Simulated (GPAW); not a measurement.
# SnTe (Fm-3m) in GPAW: single point with PBE

Aim: the single point of SnTe with PBE.

Everything below comes from runs of GPAW 26.7.0. Logs are shortened: lines on timing, memory, paths and dates and some standing lists are left out, and cuts for length are marked. The log counts tension as positive stress, the text compression.

**Measured values to compare with.**

A printed reference work, textbook reports, for a bulk crystal of SnTe at 300 K: band gap 0.18 eV (direct).

How close the calculation comes is told below.

## 1. The crystal as given

It takes space group Fm-3m (No. 225, cubic). The conventional cell has a = 6.302 Å, b = 6.302 Å, c = 6.302 Å, α = 90.00°, β = 90.00°, γ = 90.00°. Around Te (site symmetry m-3m) lie 6 Sn at 3.15 Å. Sn (site symmetry m-3m) is surrounded by 6 Te at 3.15 Å.

## 2. Single point, PBE

File run.py:

```python
from ase import Atoms
from ase.dft.bandgap import bandgap
from ase.io import write
from ase.units import GPa
from gpaw import GPAW, PW

atoms = Atoms(['Te', 'Sn'],
              cell=[[0.0, 3.15085, 3.15085],
                    [3.15085, 0.0, 3.15085],
                    [3.15085, 3.15085, 0.0]],
              scaled_positions=[[0.5, 0.5, 0.5],
                                [0.0, 0.0, 0.0]],
              pbc=True)

calc = GPAW(mode=PW(500),
            xc='PBE',
            kpts={'size': (6, 6, 6), 'gamma': True},
            occupations={'name': 'fermi-dirac', 'width': 0.05},
            setups={'Te': '16'},
            nbands=-9,
            convergence={'density': 1e-05, 'energy': 1e-05},
            maxiter=80,
            txt='gpaw.txt')
atoms.calc = calc
energy = atoms.get_potential_energy()
forces = atoms.get_forces()
stress = atoms.get_stress()
calc.write('gs.gpw')
write('result.traj', atoms)
print(f'Energy: {energy:.6f} eV')
print('Forces (eV/A):')
print(forces.round(4))
print('Stress (GPa):', (stress / GPa).round(3))
print('Fermi level:', round(calc.get_fermi_level(), 4), 'eV')
print(f'Gap: {bandgap(calc)[0]:.4f} eV, direct: {bandgap(calc, direct=True)[0]:.4f} eV')
```

Potentials or basis: GPAW PAW data sets (gpaw-data 1.2.1), other valence, pw.

Launch:

```sh
> OMP_NUM_THREADS=1 python run.py
```

gpaw.txt:

```text
__  _  _
 | _ |_)|_||  |
 |__||  | ||/\| - 26.7.0

Input parameters:
  mode=PW(ecut=500.0),
  convergence={'density': 1e-05, 'energy': 1e-05},
  kpts=MonkhorstPack(size=(6, 6, 6), gamma=True),
  maxiter=80,
  nbands=-9,
  occupations=Occupations(name='fermi-dirac', width=0.05),
  setups={'Te': '16'},
  xc=XC(name='PBE')

Diagonalizing LCAO Hamiltonian
Converting LCAO to pw mode

                 Te

       Sn

Atoms  # Å, Bohr magnetons
|   | symbol |        x |        y |        z |    initial magnetic moments |
|---|--------|----------|----------|----------|-----------------------------|
| 0 |     Te | 3.150850 | 3.150850 | 3.150850 | ( 0.0000,  0.0000,  0.0000) |
| 1 |     Sn | 0.000000 | 0.000000 | 0.000000 | ( 0.0000,  0.0000,  0.0000) |

Unit cell  # Å
| periodic |        x |        y |        z |  lengths |    angles |
|----------|----------|----------|----------|----------|-----------|
|      yes | 0.000000 | 3.150850 | 3.150850 | 4.455975 | 60.000000 |
|      yes | 3.150850 | 0.000000 | 3.150850 | 4.455975 | 60.000000 |
|      yes | 3.150850 | 3.150850 | 0.000000 | 4.455975 | 60.000000 |

Number of symmetries: 48
Symmetry operations  # r_c * U_cc + t_c -> r_c
|    | kind |            matrix            |
|----|------|------------------------------|
|  0 |  σ   |  1, 0, 0,  1, 0,-1,  1,-1, 0 |
|  1 |  C2  |  1, 0, 0,  1,-1, 0,  1, 0,-1 |
|  2 |  E   |  1, 0, 0,  0, 1, 0,  0, 0, 1 |
|  3 |  σ   |  1, 0, 0,  0, 0, 1,  0, 1, 0 |
|  4 |  C4  |  1, 0,-1,  1, 0, 0,  1,-1, 0 |
|  5 |  S6  |  1, 0,-1,  1,-1, 0,  1, 0, 0 |
|  6 |  σ   |  1, 0,-1,  0, 1,-1,  0, 0,-1 |
|  7 |  C3  |  1, 0,-1,  0, 0,-1,  0, 1,-1 |
|  8 |  S6  |  1,-1, 0,  1, 0, 0,  1, 0,-1 |
|  9 |  C4  |  1,-1, 0,  1, 0,-1,  1, 0, 0 |
| 10 |  C3  |  1,-1, 0,  0,-1, 1,  0,-1, 0 |
| 11 |  σ   |  1,-1, 0,  0,-1, 0,  0,-1, 1 |
| 12 |  σ   |  0, 1, 0,  1, 0, 0,  0, 0, 1 |
| 13 |  C4  |  0, 1, 0,  0, 1,-1, -1, 1, 0 |
| 14 |  C3  |  0, 1, 0,  0, 0, 1,  1, 0, 0 |
| 15 |  S6  |  0, 1, 0, -1, 1, 0,  0, 1,-1 |
| 16 |  C2  |  0, 1,-1,  1, 0,-1,  0, 0,-1 |
| 17 |  σ   |  0, 1,-1,  0, 1, 0, -1, 1, 0 |
| 18 |  S4  |  0, 1,-1,  0, 0,-1,  1, 0,-1 |
| 19 |  C4  |  0, 1,-1, -1, 1, 0,  0, 1, 0 |
| 20 |  C3  |  0, 0, 1,  1, 0, 0,  0, 1, 0 |
| 21 |  σ   |  0, 0, 1,  0, 1, 0,  1, 0, 0 |
| 22 |  S6  |  0, 0, 1,  0,-1, 1, -1, 0, 1 |
| 23 |  C4  |  0, 0, 1, -1, 0, 1,  0,-1, 1 |
| 24 |  S4  |  0, 0,-1,  1, 0,-1,  0, 1,-1 |
| 25 |  C3  |  0, 0,-1,  0, 1,-1,  1, 0,-1 |
| 26 |  C2  |  0, 0,-1,  0,-1, 0, -1, 0, 0 |
| 27 |  S6  |  0, 0,-1, -1, 0, 0,  0,-1, 0 |
| 28 |  S4  |  0,-1, 1,  1,-1, 0,  0,-1, 0 |
| 29 |  C4  |  0,-1, 1,  0, 0, 1, -1, 0, 1 |
| 30 |  C2  |  0,-1, 1,  0,-1, 0,  1,-1, 0 |
| 31 |  σ   |  0,-1, 1, -1, 0, 1,  0, 0, 1 |
| 32 |  C3  |  0,-1, 0,  1,-1, 0,  0,-1, 1 |
| 33 |  S6  |  0,-1, 0,  0, 0,-1, -1, 0, 0 |
| 34 |  S4  |  0,-1, 0,  0,-1, 1,  1,-1, 0 |
| 35 |  C2  |  0,-1, 0, -1, 0, 0,  0, 0,-1 |
| 36 |  C2  | -1, 1, 0,  0, 1, 0,  0, 1,-1 |
| 37 |  S6  | -1, 1, 0,  0, 1,-1,  0, 1, 0 |
| 38 |  S4  | -1, 1, 0, -1, 0, 1, -1, 0, 0 |
| 39 |  C3  | -1, 1, 0, -1, 0, 0, -1, 0, 1 |
| 40 |  S6  | -1, 0, 1,  0, 0, 1,  0,-1, 1 |
| 41 |  C2  | -1, 0, 1,  0,-1, 1,  0, 0, 1 |
| 42 |  C3  | -1, 0, 1, -1, 1, 0, -1, 0, 0 |
| 43 |  S4  | -1, 0, 1, -1, 0, 0, -1, 1, 0 |
| 44 |  C2  | -1, 0, 0,  0, 0,-1,  0,-1, 0 |
| 45 |  i   | -1, 0, 0,  0,-1, 0,  0, 0,-1 |
| 46 |  σ   | -1, 0, 0, -1, 1, 0, -1, 0, 1 |
| 47 |  C2  | -1, 0, 0, -1, 0, 1, -1, 1, 0 |

BZ-sampling:
  Number of BZ points: 216
  Number of IBZ points: 16
[... 60 lines left out ...]
    |    d |        |     -14.449 |    1.164 |

    Using partial waves for Te as LCAO basis

  Sn:
    name:    Tin
    Z:       50.0
    valence: 14
    core:    36
    charge:  0.0  # [|e|]
    compensation charges:
      type: gauss
      rc: 0.38  # [Å]
      lmax: 2
    cutoffs:
      filter: 2.23  # [Å]
      core: 2.35  # [Å]
    projectors
    | kind |    occ | energy [eV] | rcut [Å] |
    |------|--------|-------------|----------|
    |   5s |  2.000 |     -10.538 |    1.201 |
    |   5p |  2.000 |      -3.696 |    1.270 |
    |   4d | 10.000 |     -25.845 |    1.185 |
    |    s |        |      16.674 |    1.201 |
    |    p |        |      23.515 |    1.270 |
    |    d |        |       1.367 |    1.185 |

    Using partial waves for Sn as LCAO basis

Reference energy: -352801.376744  # eV

eigensolver:
  PPCG
  Converge bands: occupied
  niter=2

density mixing:
  MSR1-Mixer
  Pratt-step length: 0.05
  Maximum mixing coefficient: 0.75
  Old densities: 10
  SVD Regularization: 0.005
  Good broyden scale: 1.0
  Trust region scale: 1.0
  Backstep threshold: 4.0
  History deletion threshold: 6.0
  Fourier metric: weight=20.0, sigma=0.015

occupation numbers:
  Fermi-Dirac:
    width: 0.0500  # eV

poisson solver:
  ecut: 4000.0  # eV

xc functional:
  name: PBE with 2 nearest neighbor stencil

convergence criteria:
- Maximum integral of absolute [dens]ity change: 1e-05 electrons / valence electron
- Maximum [total energy] change in last 3 cyles: 1e-05 eV / valence electron
- Maximum integral of absolute [eigenst]ate change: 4e-08 eV^2 / valence electron
maximum number of iterations: 80

SCF iterations
|iter     | |      energy | eigst |  dens |
|---------|-|-------------|-------|-------|
|iter:   1| |   -7.746102 | -0.44 |       |
|iter:   2| |   -7.738524 | -2.72 | -1.66 |
|iter:   3| |   -7.709334 | -2.87 | -1.70 |
|iter:   4| |   -7.710666 | -4.13 | -2.29 |
|iter:   5| |   -7.710899 | -4.81 | -2.85 |
|iter:   6| |   -7.710907c| -6.26 | -3.59 |
|iter:   7| |   -7.710908c| -7.36 | -4.29 |
|iter:   8| |   -7.710909c| -7.43c| -4.81 |
|iter:   9| |   -7.710909c| -8.05c| -5.73c|

Converged in 9 steps
Energy contributions relative to reference atoms: (reference = -352801.376744)

Energy contributions:
  Kinetic:          13.893947
  Coulomb:         -13.739010
  Zero:             -0.067829
  External:          0.000000
  Xc:               -7.797049
  Entropy:          -0.001935
  Spinorbit:         0.000000
  ----------------------------
  Free energy:      -7.711876
  Extrapolated:     -7.710909

dipole moment: (-21.365859, -21.365859, -21.365859)  # |e|*Ang

Fermi level: 6.507
Eigenvalues  # (at kpt = [0.000, 0.000, 0.000])
| band index |      eig [eV] | occ [0-2] |
|------------|---------------|-----------|
|          0 |       -30.600 |     2.000 |
|        ... |               |           |
|          7 |       -15.440 |     2.000 |
|          8 |       -15.440 |     2.000 |
|          9 |       -15.440 |     2.000 |
|         10 |        -6.329 |     2.000 |
|         11 |         1.804 |     2.000 |
|         12 |         4.316 |     2.000 |
[... 9 lines left out ...]
|         22 |        13.054 |     0.000 |
|         23 |        13.406 |     0.000 |

Gap: 0.158 eV
Transition (v -> c):
  (s=0, k=15, n=14, [0.50, 0.50, 0.50]) -> (s=0, k=15, n=15, [0.50, 0.50, 0.50])
No difference between direct/indirect transitions

Forces  # eV/Ang
|        x |        y |        z |
|----------|----------|----------|
|  0.00000 | -0.00000 | -0.00000 |  # Te   0
| -0.00000 | -0.00000 |  0.00000 |  # Sn   1

Stress tensor  # eV/Ang^3
|         x |         y |         z |
|-----------|-----------|-----------|
| -0.007354 |  0.000000 |  0.000000 |
|  0.000000 | -0.007354 |  0.000000 |
|  0.000000 |  0.000000 | -0.007354 |

# Writing to gs.gpw (mode='')
```

stdout:

```text
Energy: -7.710909 eV
Forces (eV/A):
[[ 0. -0. -0.]
 [-0. -0.  0.]]
Stress (GPa): [-1.178 -1.178 -1.178  0.     0.     0.   ]
Fermi level: 6.5074 eV
Gap: 0.1582 eV, direct: 0.1582 eV
```

It took 12 s on 1 thread of Arm Neoverse V1, shared host; peak memory 0.15 GiB.

Results:

* Free energy: -7.7119 eV
* Pressure: 1.2 GPa
* Band gap on the k mesh: 0.16 eV, direct

Levels at points of the mesh, in eV from the valence-band top:
| k point | band 11 | band 12 | band 13 | band 14 | band 15 | band 16 | band 17 | band 18 | band 19 | band 20 |
| --- | --- | --- | --- | --- | --- | --- | --- | --- | --- | --- |
| (0.00, 0.00, 0.00) | -12.76 | -4.63 | -2.12 | -2.12 | -2.12 | 3.42 | 3.42 | 3.42 | 4.60 | 4.60 |
| (0.50, 0.50, 0.00) | -11.18 | -6.45 | -5.55 | -3.71 | -3.71 | 2.08 | 4.98 | 4.98 | 6.41 | 8.74 |
| (0.50, 0.50, 0.50) | -11.48 | -8.29 | -1.78 | -1.78 | 0.00 | 0.16 | 0.30 | 0.30 | 7.88 | 8.66 |

Caveat: the cutoff is short for stress and forces, so pressures can be off by a GPa or more; spin-orbit coupling is left out, which moves the levels of the heavy elements.

## 3. Comparison with measurements

Step 2. Measured gap of SnTe: 0.18 eV (direct; 300 K; a printed reference work, textbook). This calculation gives 0.16 eV (-0.02 eV). Spin-orbit coupling on Sn, Te is left out. The value is that of PBE on a finite k mesh, which can miss the band edges, without temperature or zero-point motion. Semilocal functionals fall short of measured gaps as a rule.
